**SnO: how far can one spring stand in for the shifted oxygen atoms?**

If a lattice model of this oxide is to hold a spring for the oxygen atoms, two choices must be made: how far one spring constant may be used, and whether it may be assigned to each atom or only to the cell. The scan below answers both for one direction. It moves the two O atoms of the cell together, while Sn and the cell stay where they are.

In SnO (Pmn2_1, 4 atoms a cell, 18.42 Å³ an atom), both O atoms are moved along Cartesian [1 -1 0], with Sn and the cell fixed. The runs used Ansatz 0.2.0 with plane-wave PAW, PBEsol, scalar-relativistic, no spin polarisation, 420 eV cutoff, 8×6×8 k mesh and 0.05 eV Gaussian smearing. Free energies are relative to the undisturbed cell; pressure is positive in compression.

| displacement (Å) | energy change (eV a cell) | force along direction (eV/Å summed over the moved atoms) | pressure (GPa) | gap on mesh (eV) |
| --- | --- | --- | --- | --- |
| -0.5 | 1.999 | 8.534 | 12.41 | 0.526 |
| -0.25 | 0.471 | 3.854 | 3.02 | 1.099 |
| 0 | 0.000 | 0.000 | -0.01 | 1.240 |
| 0.0625 | 0.029 | -0.923 | 0.18 | 1.230 |
| 0.125 | 0.116 | -1.863 | 0.75 | 1.202 |
| 0.1875 | 0.262 | -2.835 | 1.69 | 1.157 |
| 0.3125 | 0.745 | -4.930 | 4.75 | 1.021 |
| 0.375 | 1.089 | -6.070 | 6.88 | 0.855 |
| 0.4375 | 1.505 | -7.274 | 9.43 | 0.688 |

**Put the rows in order of distance**

The first two rows look out of place, because they carry large energies and there are no small negative shifts beside them. The crystal's symmetry gives them their place. A twofold screw axis runs along $z$, and it turns a shift in the $xy$ plane into its opposite while exchanging the two O atoms. A shift of −0.25 Å is therefore the same distortion as one of +0.25 Å, seen from the other side, and −0.5 Å likewise stands for +0.5 Å.

The numbers agree with this. Dividing the energy change by the square of the displacement at 0.1875 and 0.3125 Å, and averaging the two results, leads to 0.471 eV for a shift of 0.25 Å. The row at −0.25 Å has just that energy. Ordered by distance, energy and pressure rise at every step, and there is no second well up to 0.5 Å along this line.

**Two unequal springs that add up to a nearly even one**

In the undisturbed cell the forces on each O atom balance. A shift shortens some Sn–O contacts and lengthens others. To first order the gains and losses cancel, so the energy starts with the square of the displacement. The shortest distance in the cell meanwhile falls from 2.132 Å to 1.787 Å at the largest shift, and electron clouds pressed together in this way repel steeply. This repulsion, helped by the pull of the stretched contacts, is the usual reason for the restoring force, though the calculation does not split the force by cause.

The forces on the single atoms show what the sum conceals. Take force divided by distance moved as a measure of stiffness. Between 0.0625 and 0.5 Å it rises by 39 % for one O atom and falls by 9 % for the other. When the shift is reversed, the two atoms exchange roles. Both atoms are pushed back strongly, so neither finds open room. The likely picture is that the stiffer one heads more directly at an Sn neighbour than its partner does.

Symmetry explains why so much of this inequality disappears from the total. Let $u$ be the displacement, and write the force on the first O atom along the line as

$$f_1(u) = -(k u + a u^2 + b u^3),$$

where $k$ is its stiffness for small shifts, and $a$ and $b$ describe the departure from a perfect spring. The screw axis demands $f_2(u) = -f_1(-u)$ for the second atom, hence

$$f_2(u) = -(k u - a u^2 + b u^3).$$

In the sum $F$, which is the force along direction in the table, the terms with $a$ cancel:

$$F(u) = -(2k u + 2b u^3).$$

What makes one atom stiffer and the other softer is mostly the term with $a$, and this term drops out of the total force. Only the weaker hardening through $b$ and higher terms of the same symmetry survives. The total stiffness accordingly grows by just 16 % over the same range. These are forces during a joint shift, so they should not be read as the stiffness of one O atom moved alone.

**What a single spring constant costs in accuracy**

The smallest shift sets the spring constant of the cell: $K = 0.923/0.0625 = 14.77$ eV/Å². A perfect spring stretched to 0.5 Å would then store

$$E = \tfrac{1}{2} K u^2 = \tfrac{1}{2} \times 14.77 \times 0.5^2 = 1.85\ \text{eV}.$$

The calculation gives 1.999 eV, so the spring falls short by about 8 % of the computed energy. The row at 0.5 Å had no part in setting $K$, which makes this a real extrapolation from the bottom of the well to its steep flank. The spring fails in the expected direction, because it leaves out the hardening.

For the energy of the joint shift, one constant per cell is therefore a fair choice, even at distances far beyond a small vibration. For the force on a single atom it is a poor one. At 0.5 Å the stiffer atom resists with 10.5 eV/Å² and the softer with 6.6 eV/Å², whereas two equal springs would give both the same value. Since Sn and the cell are held fixed, $K$ is also not the force constant of a natural vibration, in which the Sn atoms would move as well.

**Why the pressure rises with the energy**

Pressure tells how the energy would change if the whole cell were squeezed with the atoms keeping their relative places. If the cost of the shift, $E$, varies with the volume $V$ as $V^{-m}$, then $P = -dE/dV$ leads to $PV = mE$. Beyond 0.1 Å the rows give an $m$ of 2.9 to 3.0. In words, squeezing the cell by 1 % of its volume makes the same relative shift about 3 % more costly.

This is a steep dependence. The electrostatic energy of fixed point charges alone would give $m = 1/3$, since it varies as one over distance. Point charges alone therefore cannot explain it. The repulsion of shortened contacts changes much faster with distance and is the likely source, so that the same crowding would raise pressure and energy together.

The pressure nevertheless understates how strongly the cell wants to deform. It is the same for both signs of the shift and so starts with the square of the displacement. The shear stress in the $xz$ plane changes sign with the shift and can start in direct proportion to it. At 0.0625 Å the shear is about six times the pressure; at 0.5 Å it is only 1.2 times as large. A cell free to relax would therefore first respond to a small shift by tilting.

**The gap takes a turn that the energy does not**

The gap also has to be the same for both signs of the shift. Up to 0.3125 Å it falls roughly with the square of the displacement, as a smooth even quantity should. Between 0.25 and 0.3125 Å it loses 1.25 eV/Å, but over the next step the rate jumps to 2.66 eV/Å. From there on it stays nearly constant, which no longer resembles a parabola.

Energy and force show no such break, and this difference is instructive. The total energy collects contributions from all occupied states, whereas the gap depends on two levels only, the highest occupied and the lowest empty one. If another state takes over as one of these two, the gap acquires a kink while the energy runs on smoothly. A change of band edge near 0.31 Å is thus the most plausible reading, but the gaps alone cannot confirm it.

Symmetry also offers a possible reason for the straight course after the kink. At some wave vectors a level must respond equally to both signs of the shift, so its energy starts with the square of the displacement. At others it may move in proportion to the shift, while a partner level at the mirrored wave vector moves the opposite way. The partner may also sit at the same wave vector, if the two levels share one energy until the shift splits them. Such a pair respects the symmetry of the crystal, yet whichever partner narrows the gap can overtake the former band edge. The levels were sampled only on a mesh of wave vectors, so the true edges may lie between its points, and on a finer mesh the kink may move or look less sharp. PBEsol also tends to make gaps too small, and another functional could shift the kink as well.

For the energy, then, shifts in the $xy$ plane need only one sign, and one spring constant per cell serves to within about 8 % up to 0.5 Å along this line. A shift along $z$ is different, because no symmetry of this crystal reverses it, and both signs would have to be calculated. For the gap, small shifts are a poor guide to large ones: the parabola set by the row at 0.25 Å would leave 0.68 eV at 0.5 Å, against 0.53 eV in the table. The open question is whether another state does take over near 0.31 Å and, if so, whether it belongs to the filled or to the empty side of the gap. To settle it, one would compare the band-edge states and their wave vectors at 0.25 and 0.375 Å, one on each side of the kink.
